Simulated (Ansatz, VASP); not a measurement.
Tl in VASP and in Ansatz

```
CELL_PARAMETERS angstrom
2.15891 -2.26673 0.00000
2.15891 2.26673 0.00000
0.00000 0.00000 2.81036
ATOMIC_POSITIONS crystal
Tl 0.50000 0.50000 0.00000
```

Alike in both runs: task relaxation of cell and atoms; functional PBE; k mesh 6 × 6 × 6; occupations gaussian, width 0.1 eV; no spin polarisation.

|  | VASP | Ansatz |
| --- | --- | --- |
| version | VASP 6.6.1 | Ansatz 0.2.0 |
| potentials or method | VASP PAW PBE potentials, release 64 (Tl_d) | scalar-relativistic, plane waves, PAW |
| plane-wave cutoff (eV) | 600 | 420 |
| valence electrons in the cell | 13 | 13 |

VASP gave:

```
gap on the k mesh at the Fermi level, each at its own relaxed structure (eV) : none
relaxed volume (Å³/atom)                                                     : 33.52
relaxed cell length with the largest relative difference (Å)                 : 3.462
energy change over the relaxation (meV/atom)                                 : -239
```

Estimate Ansatz's values.

gap on the k mesh at the Fermi level, each at its own relaxed structure (eV): none; relaxed volume (Å³/atom): 33.94; relaxed cell length with the largest relative difference (Å): 3.580; energy change over the relaxation (meV/atom): -244.

A gap of «none» marks a metal or a gap that the smearing closes.

Caveats: the k mesh is coarse (spacing up to 0.37 Å⁻¹), so the values aren't converged; the volume moved by over 15 % at a fixed basis, so the end points are rough (VASP). The runs have no spin-orbit coupling, so splittings on Tl are missing.
